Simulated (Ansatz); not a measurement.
**Gaps and decay in ZnSe/MgS stacks**

Aim: gap, minibands and decay constants of ZnSe/MgS superlattices of several periods. The crystals are ZnSe zinc blende(001) and MgS zinc blende(001), on a common net of side 4.059 Å (+0.0 % and +0.7 % against typed lattice constants near PBE's). Layer spacings come from each crystal relaxed along the normal on that net, and the joins take bond lengths estimated from both crystals. The stacks are then relaxed. The first steps treat the bulk crystals alone.

Method: PBE DFT, plane waves, PAW files, in the first sound run; inputs show where later runs differ, in Ansatz 0.2.0.

## Step 1: Starting point

Symmetry: F-43m, No. 216, cubic system. Conventional cell: a = 5.740 Å, b = 5.740 Å, c = 5.740 Å, α = 90.00°, β = 90.00°, γ = 90.00°. Zn has 4 Se at 2.49 Å nearest. Nearest to Se lie 4 Zn at 2.49 Å. Farther neighbours and most contacts between anions are not listed.

Coordinates:

```cif
data_structure
_symmetry_space_group_name_H-M 'F-43m'
_symmetry_Int_Tables_number 216
_cell_length_a 5.7400
_cell_length_b 5.7400
_cell_length_c 5.7400
_cell_angle_alpha 90.000
_cell_angle_beta 90.000
_cell_angle_gamma 90.000
_cell_volume 189.12
loop_
_atom_site_label
_atom_site_type_symbol
_atom_site_symmetry_multiplicity
_atom_site_Wyckoff_symbol
_atom_site_fract_x
_atom_site_fract_y
_atom_site_fract_z
_atom_site_occupancy
Zn1 Zn 4 a 0.00000 0.00000 0.00000 1
Se1 Se 4 c 0.75000 0.75000 0.25000 1
```

## Step 2: Relaxing along the normal, strain 0, crystal ZnSe zinc blende(001)

The crystal is held to the common net and relaxed along the normal.

File input.yaml:

```yaml
crystal:
  lattice:
    - [4.058792924, 0.0, 0.0]
    - [0.0, 4.058792924, 0.0]
    - [0.0, 0.0, 5.74]
  atoms:
    - { symbol: Zn, position: [0.0, 0.0, 0.0] }
    - { symbol: Se, position: [0.5, 0.0, 0.25] }
    - { symbol: Zn, position: [0.5, 0.5, 0.5] }
    - { symbol: Se, position: [0.0, 0.5, 0.75] }
kpoints:
  mp_grid: { grid: [6, 6, 4] }
scf:
  occupations: { method: fixed }
  max_iter: 120
hamiltonian:
  xc: pbe
output: {}
relax:
  f_tol: 0.01
  max_steps: 40
  cell: { fix: [a, b, angles] }
```

The run is started by

```console
> ansatz run input.yaml --threads 8 --pin off --max-ram 20480MiB --backend cpu --events-out ev --progress --plain --runs-dir out
```

Numbers of over 12 decimals in the logs are rounded to 6 here.

What it wrote:

```text
Engine: ansatz 0.2.0, x86_64-unknown-linux-gnu
Pseudopotentials: kind: paw
Pseudopotential: Zn, paw, valence charge 12, recommended cutoff 420 eV (normal), Zn.paw.azcp
Pseudopotential: Se, paw, valence charge 16, recommended cutoff 420 eV (normal), Se.paw.azcp
Functional definition: PBE
  parameter kappa = 0.804
  parameter beta = 0.066725
  exchange = pbe_x(kappa = kappa, mu = beta*pi^2/3)
  correlation = pbe_c(beta = beta)
Crystal: 4 atoms, lattice volume = 94.560 Å³
Basis set: ecut = 420 eV, 1875 PW (Γ), exchange–correlation on 60×60×80 points (8 copies of the dense FFT grid, shifted against one another)
Bands: 34, of which v1, the nominal top of the filled ones, is band 28 counted from 1 (27 counted from 0)
Symmetry: 16 space group operations
Space group: F-43m (ITA 216), of the structure as read, at distance tolerance 4.6e-5 Å
k-points: 30 of 144 (time reversal used)
Non-local potential: Zn, projectors of the file, l = 0: 2, l = 1: 2, l = 2: 3, l = 3: 1
Non-local potential: Se, projectors of the file, l = 0: 2, l = 1: 2, l = 2: 3, l = 3: 1
PAW form: soft (Blöchl's): semilocal exchange-correlation on the pseudo side does not see the compensation charge
PAW one-centre angular grid: Zn, 590 points (default); XC on 64 Gauss nodes
PAW one-centre angular grid: Se, 590 points (default); XC on 64 Gauss nodes
Initial density: superposition of atomic densities (neutral atoms: chi_scale 0, normalization atom), corrected by the library's trained network
Initial wavefunctions: pseudopotential atomic-orbital guess
Functional: x = pbe(κ = 0.804, μ = 0.219515), c = pbe(β = 0.066725)
SCF iter   1: F=—  HF=-17579.069693 eV  |F-HF|=—  |Δ(HF+E_count)|=         —  Δρ=7.41e-4  dr2=8.51e-4  ethr=1.77e-3  ⟨swp⟩=4.9  Hψ=3772  notcnv=0  defer=109
preconditioner: auto → Resta (q_TF=auto, 2.500 Å⁻¹)  ε∞=5.4  [insulator: Δε(μ)=1.130 eV  Ē_g=10.985 eV  n_scr=28 (ndim 8)  ℏωp=22.9 eV  f_vac=0.131  ε∞_Penn≈5.4]
SCF iter   2: F=—  HF=-17579.069499 eV  |F-HF|=—  |Δ(HF+E_count)|=   1.94e-4  Δρ=4.73e-4  dr2=3.15e-4  ethr=1.52e-6  ⟨swp⟩=2.0  Hψ=1549  notcnv=0  defer=120
SCF iter   3: F=—  HF=-17579.069561 eV  |F-HF|=—  |Δ(HF+E_count)|=   6.27e-5  Δρ=3.85e-4  dr2=6.82e-5  ethr=5.63e-7  ⟨swp⟩=2.0  Hψ=1564  notcnv=0  defer=90
automatic band count: iteration 3 solves 33 bands in place of 34: the levels show a gap, and the empty bands left out lie too high to hold charge; the band table lists the bands solved (type scf.n_extra_bands for more)
SCF iter   4: F=—  HF=-17579.069520 eV  |F-HF|=—  |Δ(HF+E_count)|=   4.11e-5  Δρ=1.03e-4  dr2=9.35e-6  ethr=1.22e-7  ⟨swp⟩=2.0  Hψ=1444  notcnv=0  defer=26
SCF iter   5: F=—  HF=-17579.069529 eV  |F-HF|=—  |Δ(HF+E_count)|=   8.60e-6  Δρ=4.29e-5  dr2=3.72e-6  ethr=1.67e-8  ⟨swp⟩=2.2  Hψ=1554  notcnv=0  defer=26
SCF iter   6: F=—  HF=-17579.069531 eV  |F-HF|=—  |Δ(HF+E_count)|=   2.00e-6  Δρ=1.42e-5  dr2=3.01e-7  ethr=6.65e-9  ⟨swp⟩=2.3  Hψ=1640  notcnv=0  defer=46
SCF iter   7: F=-17579.069531 eV  HF=-17579.069531 eV  |F-HF|=6.05e-8  |Δ(HF+E_count)|=   4.72e-7  Δρ=4.27e-6  dr2=3.36e-8  ethr=1.79e-10  ⟨swp⟩=4.2  Hψ=3647  notcnv=0
SCF 1 converged in 7 iterations: F = -17579.069531 eV  dr2 = 3.36e-8
  greatest PAW one-centre occupation: 1.000 electrons in one spin orbital (limit 2), on the Se atom at site 3 (counted from 0), in its partial waves of l = 2
relax step   1: F+E_penalty+E_count = -17579.06953141 eV  Δ(F+E_penalty+E_count) = +0.000e0 eV  max|allowed force component| = 1.214e-17 eV/Å  Δτ_max = 0.0000 Å  P = -0.207 GPa  Ω = 94.560 Å³  fix = [a, b, alpha, beta, gamma]  reactions: a -0.194, b -0.194 GPa  (7 SCF iters, dr2 threshold 1.00e-7 eV, accepted)
Crystal: 4 atoms, lattice volume = 94.349 Å³
Initial density: handed on by an earlier stage of this run
Initial wavefunctions: those handed on with the density
iter 1 solved again at ethr=1.66e-8 eV; its pass at ethr=3.10e-3 eV (dr2=9.31e-6 eV) is discarded
SCF iter   1: F=—  HF=-17579.069788 eV  |F-HF|=—  |Δ(HF+E_count)|=         —  Δρ=1.03e-4  dr2=9.29e-6  ethr=1.66e-8  ⟨swp⟩=3.0  Hψ=4597  notcnv=0  defer=40
automatic band count: iteration 1 solves 32 bands in place of 34: the levels show a gap, and the empty bands left out lie too high to hold charge; the band table lists the bands solved (type scf.n_extra_bands for more)
preconditioner: auto → Resta (q_TF=auto, 2.501 Å⁻¹)  ε∞=6.1  [insulator: Δε(μ)=1.141 eV  Ē_g=10.155 eV  n_scr=28 (ndim 8)  ℏωp=22.9 eV  f_vac=0.128  ε∞_Penn≈6.1]
SCF iter   2: F=—  HF=-17579.069791 eV  |F-HF|=—  |Δ(HF+E_count)|=   2.69e-6  Δρ=6.63e-5  dr2=3.74e-6  ethr=1.66e-8  ⟨swp⟩=1.0  Hψ=960  notcnv=0  defer=40
SCF iter   3: F=—  HF=-17579.069791 eV  |F-HF|=—  |Δ(HF+E_count)|=   5.87e-7  Δρ=3.60e-5  dr2=9.08e-7  ethr=6.67e-9  ⟨swp⟩=2.0  Hψ=1426  notcnv=0  defer=40
SCF iter   4: F=-17579.069791 eV  HF=-17579.069791 eV  |F-HF|=5.26e-8  |Δ(HF+E_count)|=   4.88e-7  Δρ=9.51e-6  dr2=9.75e-8  ethr=2.45e-10  ⟨swp⟩=3.0  Hψ=4014  notcnv=0
SCF 2 converged in 4 iterations: F = -17579.069791 eV  dr2 = 9.75e-8
relax step   2: F+E_penalty+E_count = -17579.06979094 eV  Δ(F+E_penalty+E_count) = -2.595e-4 eV  max|allowed force component| = 1.390e-16 eV/Å  Δτ_max = 0.0000 Å  P = -0.082 GPa  Ω = 94.349 Å³  energy of the carried Pulay correction = +6.725e-5 eV  fix = [a, b, alpha, beta, gamma]  reactions: a -0.094, b -0.094 GPa  (4 SCF iters, dr2 threshold 1.37e-7 eV, accepted)
Crystal: 4 atoms, lattice volume = 94.280 Å³
iter 1 solved again at ethr=2.49e-9 eV; its pass at ethr=3.10e-3 eV (dr2=1.39e-6 eV) is discarded
SCF iter   1: F=—  HF=-17579.069821 eV  |F-HF|=—  |Δ(HF+E_count)|=         —  Δρ=3.41e-5  dr2=1.29e-6  ethr=2.49e-9  ⟨swp⟩=3.1  Hψ=4436  notcnv=0  defer=1
automatic band count: iteration 1 solves 32 bands in place of 34: the levels show a gap, and the empty bands left out lie too high to hold charge; the band table lists the bands solved (type scf.n_extra_bands for more)
preconditioner: auto → Resta (q_TF=auto, 2.501 Å⁻¹)  ε∞=6.1  [insulator: Δε(μ)=1.142 eV  Ē_g=10.157 eV  n_scr=28 (ndim 8)  ℏωp=22.9 eV  f_vac=0.128  ε∞_Penn≈6.1]
SCF iter   2: F=—  HF=-17579.069825 eV  |F-HF|=—  |Δ(HF+E_count)|=   3.77e-6  Δρ=2.31e-5  dr2=6.21e-7  ethr=2.31e-9  ⟨swp⟩=1.0  Hψ=960  notcnv=0  defer=1
SCF iter   3: F=—  HF=-17579.069825 eV  |F-HF|=—  |Δ(HF+E_count)|=   2.18e-7  Δρ=9.98e-6  dr2=6.29e-8  ethr=1.11e-9  ⟨swp⟩=2.0  Hψ=1500  notcnv=0  defer=1
SCF iter   4: F=—  HF=-17579.069825 eV  |F-HF|=—  |Δ(HF+E_count)|=   2.24e-8  Δρ=3.45e-6  dr2=9.55e-9  ethr=1.12e-10  ⟨swp⟩=2.0  Hψ=1440  notcnv=0  defer=1
SCF iter   5: F=-17579.069825 eV  HF=-17579.069825 eV  |F-HF|=1.64e-9  |Δ(HF+E_count)|=   1.45e-8  Δρ=1.03e-6  dr2=1.18e-9  ethr=1.48e-11  ⟨swp⟩=4.0  Hψ=3570  notcnv=0
SCF 3 converged in 5 iterations: F = -17579.069825 eV  dr2 = 1.18e-9
relax step   3: F+E_penalty+E_count = -17579.06982533 eV  Δ(F+E_penalty+E_count) = -3.439e-5 eV  max|allowed force component| = 1.700e-16 eV/Å  Δτ_max = 0.0000 Å  P = -0.041 GPa  Ω = 94.280 Å³  energy of the carried Pulay correction = +8.919e-5 eV  fix = [a, b, alpha, beta, gamma]  reactions: a -0.062, b -0.062 GPa  (5 SCF iters, dr2 threshold 8.29e-9 eV, accepted)
Initial wavefunctions: pseudopotential atomic-orbital guess (no wavefunctions were taken with the density)
iter 1 solved again at ethr=3.23e-8 eV; its pass at ethr=3.10e-3 eV (dr2=1.81e-5 eV) is discarded
SCF iter   1: F=—  HF=-17579.069746 eV  |F-HF|=—  |Δ(HF+E_count)|=         —  Δρ=4.32e-6  dr2=4.65e-9  ethr=3.23e-8  ⟨swp⟩=3.0  Hψ=6629  notcnv=0  defer=118
preconditioner: auto → Resta (q_TF=auto, 2.501 Å⁻¹)  ε∞=5.4  [insulator: Δε(μ)=1.142 eV  Ē_g=10.993 eV  n_scr=28 (ndim 8)  ℏωp=22.9 eV  f_vac=0.128  ε∞_Penn≈5.4]
SCF iter   2: F=—  HF=-17579.069748 eV  |F-HF|=—  |Δ(HF+E_count)|=   2.77e-6  Δρ=5.49e-6  dr2=1.34e-8  ethr=8.31e-12  ⟨swp⟩=2.3  Hψ=1856  notcnv=0  defer=86
SCF iter   3: F=—  HF=-17579.069748 eV  |F-HF|=—  |Δ(HF+E_count)|=   1.76e-9  Δρ=1.23e-6  dr2=5.74e-10  ethr=8.31e-12  ⟨swp⟩=2.0  Hψ=1442  notcnv=0  defer=86
SCF iter   4: F=—  HF=-17579.069748 eV  |F-HF|=—  |Δ(HF+E_count)|=  5.82e-11  Δρ=2.55e-7  dr2=5.89e-11  ethr=1.02e-12  ⟨swp⟩=2.0  Hψ=1498  notcnv=0  defer=86
SCF iter   5: F=-17579.069748 eV  HF=-17579.069748 eV  |F-HF|=6.91e-11  |Δ(HF+E_count)|=  9.82e-11  Δρ=1.56e-7  dr2=2.27e-11  ethr=1.00e-12  ⟨swp⟩=4.0  Hψ=3663  notcnv=0
SCF 4 converged in 5 iterations: F = -17579.069748 eV  dr2 = 2.27e-11
relax step   4: F+E_penalty+E_count = -17579.06974834 eV  Δ(F+E_penalty+E_count) = +7.700e-5 eV  max|allowed force component| = 1.978e-16 eV/Å  Δτ_max = 0.0000 Å  P = -0.041 GPa  Ω = 94.280 Å³  fix = [a, b, alpha, beta, gamma]  reactions: a -0.062, b -0.062 GPa  stress off target by 2.81e-4 GPa on what of the cell is left free  SCF on the basis re-selected at this cell (its energy is not comparable with the rows above)  (5 SCF iters)
basis re-selected at this cell: Δ(F+E_penalty+E_count) = +7.700e-5 eV, ΔP = -0.000 GPa vs the last step (what re-selecting the basis moved, of the pressure what is left beyond the Pulay correction that the steps carried, after the strain that the cell walked since its last selection, with what the two solves' SCF thresholds leave and, on support functions, any second-order correction that the steps lacked; it is no m [...]
SCF converged after 5 iterations
Free energy (F): -17579.069748 eV
Harris-Foulkes:  -17579.069748 eV  (|F-HF|=6.91e-11)
Internal energy: -17579.069748 eV  (E = F + TS)
E sigma→0 (E₀):  -17579.069748 eV
Fermi energy:    6.313758 eV
--- Per-component energies (eV) ---
  E_band       = -783.930452
  E_kinetic    = 498.649550
  E_local      = -8887.053178  (includes V_loc(G=0)·N_el)
  E_nonlocal   = 37.409004
  E_hartree    = 4112.095841
  E_xc         = -482.032995
  E_vxc        = -299.276853  (∫ρ·V_xc dr)
  E_paw        = -7479.576219  (= ΣΔE_a)
  E_vpaw       = -357.848585  (= ΣTr[D̂ρ^β])
  E_aug_tail   = -0.001864  (compensation charges beyond the density's cutoff)
  E_ewald      = -5378.559888
  E_smearing   = -0.000000  (= −TS)
  E_closure    = -0.000000  (closes the sum)
  Σ components = -17579.069748   (vs F -17579.069748, Δ=0.00e0)
--- Forces (eV/Å), atoms counted from 1 ---
  atom   1  Zn     0.00000000     0.00000000    -0.00000000
  atom   2  Se     0.00000000    -0.00000000     0.00000000
  atom   3  Zn     0.00000000     0.00000000    -0.00000000
  atom   4  Se     0.00000000    -0.00000000     0.00000000
  max |Σ_I F_I| component: 4.58e-16 eV/Å
--- Stress (GPa, compression-positive) ---
       -0.061948       0.000000       0.000000
        0.000000      -0.061948      -0.000000
        0.000000      -0.000000      -0.000281
  P = ⅓ Tr σ = -0.0414 GPa (-0.414 kbar)
--- Relaxed structure (3 steps of the walk, 3 accepted, 1 SCFs on fresh bases) ---
  F+E_penalty+E_count = -17579.06974834 eV   max|allowed force component| = 1.978e-16 eV/Å   (the final SCF, on the basis selected at the relaxed cell)
  cell:  # Å, volume = 94.2800 Å³
    - [4.058792924, 0.0, 0.0]
    - [0.0, 4.058792924, 0]
    - [0.0, 0, 5.723026]
  atoms:
    - { symbol: Zn, position: [0, 0, 0] }
    - { symbol: Se, position: [0.5, 0, 0.250000] }
    - { symbol: Zn, position: [0.5, 0.5, 0.500000] }
    - { symbol: Se, position: [0, 0.5, 0.750000] }
```

Wall time 6.7 s (8 threads of Intel Xeon at 2.70GHz, shared host); peak memory 0.5 GiB.

The steps of the relaxation:

| step | energy less that of the first step (eV) | largest force component (eV/Å) | pressure (GPa) | volume (Å³) |
| --- | --- | --- | --- | --- |
| 1 | 0.0000 | 0.0000 | -0.21 | 94.56 |
| 2 | -0.0003 | 0.0000 | -0.08 | 94.35 |
| 3 | -0.0003 | 0.0000 | -0.04 | 94.28 |
| 4* | -0.0002 | 0.0000 | -0.04 | 94.28 |

Relaxation steps marked * repeat the geometry before them on a plane-wave basis chosen anew for their cell, so energy and pressure can jump there.

Forces are held to the 16 operations that the run works with; a distortion that breaks them can't arise in this run.

| cell as run | before | after | change |
| --- | --- | --- | --- |
| a (Å) | 4.059 | 4.059 | -0.0 % |
| b (Å) | 4.059 | 4.059 | -0.0 % |
| c (Å) | 5.740 | 5.723 | -0.3 % |
| volume (Å³/atom) | 23.64 | 23.57 | -0.3 % |

The relaxed structure:

```cif
data_structure
_symmetry_space_group_name_H-M 'P 1'
_symmetry_Int_Tables_number 1
_cell_length_a 4.0588
_cell_length_b 4.0588
_cell_length_c 5.7230
_cell_angle_alpha 90.000
_cell_angle_beta 90.000
_cell_angle_gamma 90.000
_cell_volume 94.28
loop_
_atom_site_label
_atom_site_type_symbol
_atom_site_fract_x
_atom_site_fract_y
_atom_site_fract_z
_atom_site_occupancy
Zn1 Zn 0.00000 0.00000 0.00000 1
Se2 Se 0.50000 0.00000 0.25000 1
Zn3 Zn 0.50000 0.50000 0.50000 1
Se4 Se 0.00000 0.50000 0.75000 1
```

Numbers from this step:

| Quantity | Value |
| --- | --- |
| free energy | -17579.0697 eV |
| Fermi energy | 6.314 eV |
| pressure | -0.04139 GPa |

## Step 3: Band edges, strain 0, crystal ZnSe zinc blende(001)

The band edges of this cell are searched, off the mesh as well.

input.yaml: that of step 2 with these lines changed.

```diff
@@ -4,3 +4,3 @@
     - [0.0, 4.058792924, 0.0]
-    - [0.0, 0.0, 5.74]
+    - [0.0, 0.0, 5.7230256206]
   atoms:
@@ -12,2 +12,3 @@
   mp_grid: { grid: [6, 6, 4] }
+  band_path: { path: [VBM, CBM], npoints: 24 }
 scf:
@@ -17,6 +18,7 @@
   xc: pbe
-output: {}
-relax:
-  f_tol: 0.01
-  max_steps: 40
-  cell: { fix: [a, b, angles] }
+output:
+  eigenvalues: true
+checkpoint:
+  write: ZnSe.run
+  compress: false
+  write_wavefunctions: false
```

What it wrote:

```text
[...]
Crystal: 4 atoms, lattice volume = 94.280 Å³
Basis set: ecut = 420 eV, 1875 PW (Γ)
Bands: 34, of which v1, the nominal top of the filled ones, is band 28 counted from 1 (27 counted from 0)
Symmetry: 16 space group operations
[...]
k-points: 30 of 144 (time reversal used)
[...]
SCF iter   1: F=—  HF=-17579.069980 eV  |F-HF|=—  |Δ(HF+E_count)|=         —  Δρ=7.55e-4  dr2=8.20e-4  ethr=1.77e-3  ⟨swp⟩=4.9  Hψ=3758  notcnv=0  defer=111
[...]
SCF iter   7: F=-17579.069777 eV  HF=-17579.069777 eV  |F-HF|=8.30e-8  |Δ(HF+E_count)|=   9.84e-7  Δρ=6.05e-6  dr2=3.89e-8  ethr=1.79e-10  ⟨swp⟩=6.4  Hψ=4469  notcnv=0
SCF 1 converged in 7 iterations: F = -17579.069777 eV  dr2 = 3.89e-8
[...]
NSCF: frozen V_eff on 40 k-points
[...]
SCF converged after 7 iterations
Free energy (F): -17579.069777 eV
[...]
Internal energy: -17579.069777 eV  (E = F + TS)
E sigma→0 (E₀):  -17579.069777 eV
Fermi energy:    6.313831 eV
[...]
--- Band table (eV; the first three rows and the last of 30) ---
  k-point 0: bands = [... 24 lower, 4.2355, 6.3037, 6.3037, 6.3138, 7.4561, 9.3660, 9.7515, 12.1251, ... 2 higher]
  k-point 1: bands = [... 24 lower, 4.4800, 5.0008, 5.9061, 5.9061, 8.8812, 9.5976, 10.0257, 11.3887, ... 2 higher]
  k-point 2: bands = [... 24 lower, 5.1252, 5.1252, 5.1252, 5.1252, 10.1355, 10.1355, 10.3485, 10.3485, ... 2 higher]
  k-point 29: bands = [... 24 lower, 3.6899, 3.6899, 3.8046, 3.8046, 11.7105, 11.7105, 11.8031, 11.8031, ... 2 higher]
```

Elapsed: 6.2 s, on 8 threads; peak memory 0.51 GiB.

In the SCF lines HF is the Harris–Foulkes energy and dr2 the Hartree energy of the density residual, in eV; the loop may stop once dr2 is under the threshold and the program's other checks hold. Hψ counts applications of the Hamiltonian.

Numbers from this step:

| Item | Value |
| --- | --- |
| free energy | -17579.0698 eV |
| gap on the k-mesh | 1.142 eV |
| gap on path | 1.142 eV, by band count; negative where bands overlap |
| edge places on path | 0, 0 1/A along the path |

Levels at VBM (eV): -6.43, -6.43, -6.43, -6.38, -6.20, -6.20, -6.09, -6.09, -6.04, -5.92, -4.59, -2.08, -2.08, -0.01, -0.01, 0.00, 1.14, 3.05, 3.44, 5.81, 5.81, 5.81.

The searched edges give 1.14 eV, as on the mesh.

(Part 1 of 7 ends here.)

[Logs are printed without paths, hosts, clocks, repeated set-up lines and the standing remarks that a program may print on its own settings, such as how far it seeks lower states.]

[Hosts, paths, dates, database ids (printed as entryN), source tags and the programs' standing remarks are cut or masked in the printed files.]
